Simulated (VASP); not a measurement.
# In (Pm-3m) in VASP: a series of runs

The runs below take In through single point, with revPBE.

Program: VASP 6.6.1. These are calculated values, not measurements. Logs are shortened: lines on timing, memory, paths and dates and some standing lists are left out, and cuts for length are marked.

## 1. The structure

It takes space group Pm-3m (No. 221, cubic). Conventional cell: a = 3.126 Å, b = 3.126 Å, c = 3.126 Å, α = 90.00°, β = 90.00°, γ = 90.00°. Around In (site symmetry m-3m) lie 6 In at 3.13 Å.

This isn't the form of In at room conditions, which is tetragonal.

## 2. Single point, revPBE

Input file INCAR:

```
SYSTEM = In
  ALGO = Normal
  EDIFF = 1E-7
  ENCUT = 520
  GGA = RE
  ISIF = 2
  ISMEAR = -1
  LASPH = .TRUE.
  LCHARG = .FALSE.
  LREAL = .FALSE.
  LWAVE = .FALSE.
  NBANDS = 12
  NELM = 60
  PREC = Accurate
  SIGMA = 0.1
```

Input file KPOINTS:

```
k-points
0
G
  16 16 16
  0 0 0
```

Input file POSCAR:

```
In
1.0
    3.1262670889      0.0000000000      0.0000000000
    0.0000000000      3.1262670889      0.0000000000
    0.0000000000      0.0000000000      3.1262670889
In
1
Direct
    0.0000000000      0.0000000000      0.0000000000
```

Potentials or basis: VASP PAW PBE potentials, release 64 (In_d).

Command:

```
> cat potpaw_PBE.64/In_d/POTCAR > POTCAR
> mpirun -np 1 vasp_std > vasp.out
```

OUTCAR:

```text
SYSTEM = In
   EDIFF = 1E-7
   ENCUT = 520
   GGA = RE
   ISIF = 2
   ISMEAR = -1
   LASPH = .TRUE.
   LREAL = .FALSE.
   NELM = 60
   PREC = Accurate

 ion  position               nearest neighbor table
   1  0.000  0.000  0.000-

  LATTYP: Found a simple cubic cell.
 ALAT       =     3.1262670889

  Lattice vectors:

 A1 = (   3.1262670889,   0.0000000000,   0.0000000000)
 A2 = (   0.0000000000,   3.1262670889,   0.0000000000)
 A3 = (   0.0000000000,   0.0000000000,   3.1262670889)

Analysis of symmetry for initial positions (statically):
=====================================================================
 Subroutine PRICEL returns:
 Original cell was already a primitive cell.

 Routine SETGRP: Setting up the symmetry group for a
 simple cubic supercell.

 Subroutine GETGRP returns: Found 48 space group operations
 (whereof 48 operations were pure point group operations)
 out of a pool of 48 trial point group operations.

The static configuration has the point symmetry O_h .

Analysis of symmetry for dynamics (positions and initial velocities):
=====================================================================
 Subroutine PRICEL returns:
 Original cell was already a primitive cell.

 Routine SETGRP: Setting up the symmetry group for a
 simple cubic supercell.

 Subroutine GETGRP returns: Found 48 space group operations
 (whereof 48 operations were pure point group operations)
 out of a pool of 48 trial point group operations.

The dynamic configuration has the point symmetry O_h .

 Subroutine INISYM returns: Found 48 space group operations
 (whereof 48 operations are pure point group operations),
 and found     1 'primitive' translations

----------------------------------------------------------------------------------------

                                     Primitive cell

  volume of cell :      30.5547

  direct lattice vectors                    reciprocal lattice vectors
     3.126267089  0.000000000  0.000000000     0.319870303  0.000000000  0.000000000
     0.000000000  3.126267089  0.000000000     0.000000000  0.319870303  0.000000000
     0.000000000  0.000000000  3.126267089     0.000000000  0.000000000  0.319870303

  length of vectors
     3.126267089  3.126267089  3.126267089     0.319870303  0.319870303  0.319870303

  position of ions in fractional coordinates (direct lattice)
     0.000000000  0.000000000  0.000000000

  ion indices of the primitive-cell ions
   primitive index   ion index
                 1           1

----------------------------------------------------------------------------------------

 KPOINTS: k-points

Automatic generation of k-mesh.
 Grid dimensions read from file:
 generate k-points for:   16   16   16

 Generating k-lattice:

  Cartesian coordinates                     Fractional coordinates (reciprocal lattice)
     0.019991894  0.000000000  0.000000000     0.062500000  0.000000000  0.000000000
     0.000000000  0.019991894  0.000000000     0.000000000  0.062500000  0.000000000
     0.000000000  0.000000000  0.019991894     0.000000000  0.000000000  0.062500000

  Length of vectors
     0.019991894  0.019991894  0.019991894

  Shift w.r.t. Gamma in fractional coordinates (k-lattice)
     0.000000000  0.000000000  0.000000000

 Subroutine IBZKPT returns following result:
 ===========================================

 Found    165 irreducible k-points:

 Following reciprocal coordinates:
            Coordinates               Weight
  0.000000  0.000000  0.000000      1.000000
  0.062500  0.000000  0.000000      6.000000
  0.125000  0.000000  0.000000      6.000000
  0.187500  0.000000  0.000000      6.000000
  0.250000  0.000000  0.000000      6.000000
  0.312500  0.000000  0.000000      6.000000
[... 16 lines left out ...]
  0.437500  0.125000  0.000000     24.000000
  0.500000  0.125000  0.000000     12.000000
 [... further k-points ...]
   k-points           NKPTS =    165   k-points in BZ     NKDIM =    165   number of bands    NBANDS=     12
   number of dos      NEDOS =    301   number of ions     NIONS =      1
   total plane-waves  NPLWV =  13824
   dimension x,y,z NGX =    24 NGY =   24 NGZ =   24
   dimension x,y,z NGXF=    48 NGYF=   48 NGZF=   48
   ions per type =               1
   NGX,Y,Z   is equivalent  to a cutoff of  12.76, 12.76, 12.76 a.u.
   NGXF,Y,Z  is equivalent  to a cutoff of  25.53, 25.53, 25.53 a.u.
 SYSTEM =  In
   PREC   = accura    normal or accurate (medium, high low for compatibility)
   ISTART =      0    job   : 0-new  1-cont  2-samecut
   ICHARG =      2    charge: 1-file 2-atom 10-const
   ISPIN  =      1    spin polarized calculation?
   LNONCOLLINEAR =      F non collinear calculations
   LSORBIT =      F    spin-orbit coupling
   LASPH  =      T    aspherical Exc in radial PAW
   ENCUT  =  520.0 eV  38.22 Ry    6.18 a.u.   5.81  5.81  5.81*2*pi/ulx,y,z
   NELM   =     60;   NELMIN=  2; NELMDL= -5     # of ELM steps
   EDIFF  = 0.1E-06   stopping-criterion for ELM
   LREAL  =      F    real-space projection
   EDIFFG = 0.1E-05   stopping-criterion for IOM
   NSW    =      0    number of steps for IOM
   IBRION =     -1    ionic relax: 0-MD 1-quasi-New 2-CG
   NFREE  =      0    steps in history (QN), initial steepest desc. (CG)
   ISIF   =      2    stress and relaxation
   ISYM   =      2    0-nonsym 1-usesym 2-fastsym
   POTIM  = 0.5000    time-step for ionic-motion
   TEBEG  =    0.0;   TEEND  =   0.0 temperature during run
   PSTRESS=    0.0 pullay stress
   NELECT =      13.0000    total number of electrons
   NUPDOWN=      -1.0000    fix difference up-down
   EMIN   =  10.00;   EMAX   =-10.00  energy-range for DOS
   EFERMI =   0.00;   METHOD = LEGACY
   ISMEAR =    -1;   SIGMA  =   0.10  broadening in eV -4-tet -1-fermi 0-gaus
   EFERMI_NEDOS =   21; number of points for ismear=-14 and -15
   IALGO  =     38    algorithm
   IMIX   =      4    mixing-type and parameters
     AMIX     =   0.40;   BMIX     =  1.00
     AMIX_MAG =   1.60;   BMIX_MAG =  1.00
  volume/ion in A,a.u.               =      30.55       206.19
  Fermi-wavevector in a.u.,A,eV,Ry     =   1.231298  2.326816 20.627724  1.516095
  Thomas-Fermi vector in A             =   2.366113
   LORBIT       =      0    0 simple, 1 ext, 2 COOP (PROOUT), +10 PAW based schemes
   GGA     = RE    functional components
   LHFCALC =     F    Hartree Fock is set to
   AEXX    =    0.0000 exact exchange contribution
   IVDW    =     0    specifies the selected vdW correction
   LEPSILON=     F    determine dielectric tensor
   LRPA    =     F    only Hartree local field effects (RPA)
 non-spin polarized calculation
  energy-cutoff  :      520.00
  volume of cell :       30.55
 maximum number of plane-waves:       844
 NGX is ok and might be reduce to    24
   NGX = 11   NGY = 11   NGZ = 11

 number of electron      12.9999999 magnetization

 Free energy of the ion-electron system (eV)
  ---------------------------------------------------
  ext. energy  EPLUGINS =         0.00000000
  ---------------------------------------------------
  free energy    TOTEN  =        -2.16870819 eV

  energy without entropy =       -2.14818227  energy(sigma->0) =       -2.15844523

 E-fermi :   5.8734     XC(G=0):  -9.3832

 val. band max:        5.8499189213   @ k =   0.3750   0.2500   0.1875
 cond. band min:       5.8804571805   @ k =   0.4375   0.4375   0.4375
 fundamental gap:      0.0305382592
 Fermi energy:         5.8734002242

 k-point     1 :       0.0000    0.0000    0.0000
  band No.  band energies     occupation
      1      -9.0557      2.00000
      2      -9.0557      2.00000
      3      -8.4661      2.00000
      4      -8.4661      2.00000
      5      -8.4661      2.00000
      6      -2.7666      2.00000
      7      12.7840      0.00000
      8      12.7840      0.00000
      9      12.7840      0.00000
     10      15.8454      0.00000
     11      15.8454      0.00000
     12      16.8096      0.00000

 k-point     2 :       0.0625    0.0000    0.0000
  band No.  band energies     occupation
      1      -9.0543      2.00000
      2      -9.0394      2.00000
      3      -8.4723      2.00000
      4      -8.4723      2.00000
      5      -8.4656      2.00000
      6      -2.7045      2.00000
      7      11.9050      0.00000
      8      12.8546      0.00000
      9      12.8546      0.00000
     10      15.8859      0.00000
     11      16.3092      0.00000
     12      17.3510      0.00000

 k-point     3 :       0.1250    0.0000    0.0000
  band No.  band energies     occupation
      1      -9.0503      2.00000
      2      -8.9931      2.00000
      3      -8.4900      2.00000
      4      -8.4900      2.00000
      5      -8.4641      2.00000
      6      -2.5174      2.00000
      7      10.3359      0.00000
      8      13.0635      0.00000
      9      13.0635      0.00000
     10      16.0078      0.00000
     11      16.5685      0.00000
     12      19.0370      0.00000

 k-point     4 :       0.1875    0.0000    0.0000
  band No.  band energies     occupation
      1      -9.0444      2.00000
      2      -8.9241      2.00000
      3      -8.5163      2.00000
      4      -8.5163      2.00000
      5      -8.4619      2.00000
      6      -2.2040      2.00000
      7       8.7053      0.00000
      8      13.4012      0.00000
      9      13.4012      0.00000
     10      16.2122      0.00000
     11      16.7791      0.00000
     12      21.0707      0.00000

 k-point     5 :       0.2500    0.0000    0.0000
  band No.  band energies     occupation
      1      -9.0374      2.00000
      2      -8.8433      2.00000
      3      -8.5471      2.00000
      4      -8.5471      2.00000
      5      -8.4593      2.00000
      6      -1.7636      2.00000
      7       7.1357      0.00001
      8      13.8501      0.00000
      9      13.8501      0.00000
     10      16.5009      0.00000
     11      17.0409      0.00000
     12      22.3590      0.00000
[... 228 lines left out ...]
      1      -8.9864      2.00000
      2      -8.7327      2.00000
      3      -8.6112      2.00000
      4      -8.5750      2.00000
      5      -8.4798      2.00000
      6      -0.9559      2.00000
      7       5.9161      0.78981
      8      11.8701      0.00000
      9      14.6698      0.00000
     10      17.2557      0.00000
     11      17.9867      0.00000
     12      20.6735      0.00000

 k-point    22 :       0.3750    0.1250    0.0000
  band No.  band energies     occupation
      1      -8.9800      2.00000
      2      -8.6640      2.00000
      3      -8.6390      2.00000
      4      -8.6006      2.00000
      5      -8.4774      2.00000
      6      -0.2929      2.00000
      7       4.5976      1.99999
      8      12.4558      0.00000
      9      15.2292      0.00000
     10      16.9246      0.00000
     11      17.7591      0.00000
     12      20.6623      0.00000

 k-point    23 :       0.4375    0.1250    0.0000
  band No.  band energies     occupation
      1      -8.9758      2.00000
      2      -8.6576      2.00000
      3      -8.6181      2.00000
      4      -8.6176      2.00000
      5      -8.4758      2.00000
      6       0.3947      2.00000
      7       3.5125      2.00000
      8      13.0180      0.00000
      9      15.7020      0.00000
     10      16.1127      0.00000
     11      18.1979      0.00000
     12      20.1219      0.00000

 k-point    24 :       0.5000    0.1250    0.0000
  band No.  band energies     occupation
      1      -8.9743      2.00000
      2      -8.6641      2.00000
      3      -8.6235      2.00000
      4      -8.6021      2.00000
      5      -8.4753      2.00000
      6       0.7742      2.00000
      7       2.9998      2.00000
      8      13.2952      0.00000
      9      15.7454      0.00000
     10      15.9005      0.00000
     11      18.4594      0.00000
     12      19.7855      0.00000

 [... further k-points ...]

------------------------ aborting loop because EDIFF is reached ----------------------------------------

  FORCE on cell =-STRESS in cart. coord.  units (eV):
  Direction    XX          YY          ZZ          XY          YZ          ZX
  --------------------------------------------------------------------------------------
  -------------------------------------------------------------------------------------
  Total        0.0164505      0.0164505      0.0164505     -0.0000000      0.0000000     -0.0000000
  in kB        0.8626023      0.8626023      0.8626023     -0.0000000      0.0000000     -0.0000000
  external PRESSURE =       0.8626023 kB  Pullay stress =       0.0000000 kB

 VOLUME and BASIS-vectors are now :
 -----------------------------------------------------------------------------
  energy-cutoff  :      520.00
  volume of cell :       30.55
      direct lattice vectors                 reciprocal lattice vectors
     3.126267089  0.000000000  0.000000000     0.319870303  0.000000000  0.000000000
     0.000000000  3.126267089  0.000000000     0.000000000  0.319870303  0.000000000
     0.000000000  0.000000000  3.126267089     0.000000000  0.000000000  0.319870303

 POSITION                                       TOTAL-FORCE (eV/Angst)
 -----------------------------------------------------------------------------------
      0.00000      0.00000      0.00000         0.000000      0.000000      0.000000
 -----------------------------------------------------------------------------------
    total drift:                                0.000000     -0.000000      0.000000

  FREE ENERGIE OF THE ION-ELECTRON SYSTEM (eV)
  ---------------------------------------------------
  free  energy   TOTEN  =        -2.1687081939 eV

  energy  without entropy=       -2.1481822721  energy(sigma->0) =       -2.15844523
```

Run time: 21 s. Hardware: 1 thread of Intel Xeon Platinum 8375C at 2.90GHz (Ice Lake), shared host; peak memory 0.17 GiB.

Results:

* Free energy: -2.1687 eV
* Pressure: 0.1 GPa
* Band gap on the k mesh: none (metal or under the smearing width)

Caveat: the PAW data sets were made with another functional, which shifts forces and pressure a little.

## 3. Single point, revPBE

This run uses another cell than the first one, of 29.33 Å³/atom, 0.960 times its volume.

Input file INCAR:

```
ALGO     = Normal         # electronic algorithm
EDIFF    = 1E-6           # SCF threshold, eV
ENCUT    = 520            # plane-wave cutoff, eV
GGA      = RE             # functional
ISIF     = 2              # what is computed and relaxed
ISMEAR   = -1             # smearing method
LASPH    = True           # aspherical terms in the spheres
LCHARG   = True           # write CHGCAR
LELF     = True           # ELF
LREAL    = False          # projectors in reciprocal space
LVHAR    = True         
LWAVE    = False          # write WAVECAR
NBANDS   = 12             # bands
NELM     = 100            # most SCF steps
PREC     = Accurate       # precision mode
SIGMA    = 0.1            # smearing width, eV
```

Input file KPOINTS:

```
k-points
0
Gamma
  11 11 11
```

Input file POSCAR:

```
In
1.0
    3.0840150569      0.0000000000      0.0000000000
    0.0000000000      3.0840150569      0.0000000000
    0.0000000000      0.0000000000      3.0840150569
In
1
Direct
    0.0000000000      0.0000000000      0.0000000000
```

Potentials or basis: VASP PAW PBE potentials, release 64 (In_d).

Command:

```
> cat potpaw_PBE.64/In_d/POTCAR > POTCAR
> mpirun -np 1 vasp_std > vasp.out
```

It took 9.6 s on 1 thread of Intel Xeon Platinum 8375C at 2.90GHz (Ice Lake), shared host; peak memory 0.14 GiB.

The run converged. Its results:

- Free energy: -2.1663 eV
- Pressure: 1.4 GPa
- Band gap on the k mesh: none (metal or under the smearing width)

Levels at points of the mesh, in eV from the Fermi level:
```csv
k point,band 3,band 4,band 5,band 6,band 7,band 8,band 9,band 10
"(0.00, 0.00, 0.00)",-14.30,-14.30,-14.30,-8.84,7.15,7.15,7.15,10.25
```

Caveat: the PAW data sets were made with another functional, which shifts forces and pressure a little.

## 4. Single point, revPBE

Input file INCAR:

```
ALGO = Normal ; EDIFF = 1E-7
ENCUT = 520 ; GGA = RE
ISIF = 2 ; ISMEAR = -1
LASPH = True ; LCHARG = False
LREAL = False ; LWAVE = False
NBANDS = 12 ; NELM = 60
PREC = Accurate ; SIGMA = 0.1
```

KPOINTS is that of step 3.

Input file POSCAR:

```
In
1.0
    3.1262670889      0.0000000000      0.0000000000
    0.0000000000      3.1262670889      0.0000000000
    0.0000000000      0.0000000000      3.1262670889
In
1
Direct
    0.0000000000      0.0000000000      0.0000000000
```

Command:

```
> cat potpaw_PBE.64/In_d/POTCAR > POTCAR
> mpirun -np 1 vasp_std > vasp.out
```

Run time: 12 s. Hardware: 1 thread of Intel Xeon Platinum 8375C at 2.90GHz (Ice Lake), shared host; peak memory 0.14 GiB.

The run converged. Its results:

```
Free energy            : -2.1729 eV
Pressure               : 0.2 GPa
Band gap on the k mesh : none (metal or under the smearing width)
```

Levels at points of the mesh, in eV from the Fermi level:
```
           k point  band 4  band 5  band 6  band 7  band 8  band 9
(0.00, 0.00, 0.00)  -14.31  -14.31   -8.61    6.94    6.94    6.94
```

Caveat: the PAW data sets were made with another functional, which shifts forces and pressure a little.

## 5. Overview

| cell | k mesh | gap on the mesh (eV) | pressure (GPa) |
| --- | --- | --- | --- |
| Pm-3m, 30.55 Å³/atom | 16 × 16 × 16 | none | 0.1 |
| Pm-3m, 29.33 Å³/atom | 11 × 11 × 11 | none | 1.4 |
| Pm-3m, 30.55 Å³/atom | 11 × 11 × 11 | none | 0.2 |

Alike in all rows: task single point; level revPBE; potentials or basis VASP PAW PBE potentials, release 64 (In_d); no spin polarisation; cutoff (eV) 520; smearing fermi-dirac 0.1 eV.

Every run on the cell as given and a fine mesh finds a metal.

Caveats: the PAW data sets were made with another functional, which shifts forces and pressure a little.

Total energies depend on the potentials used, so only differences within one code and one set of settings carry meaning.
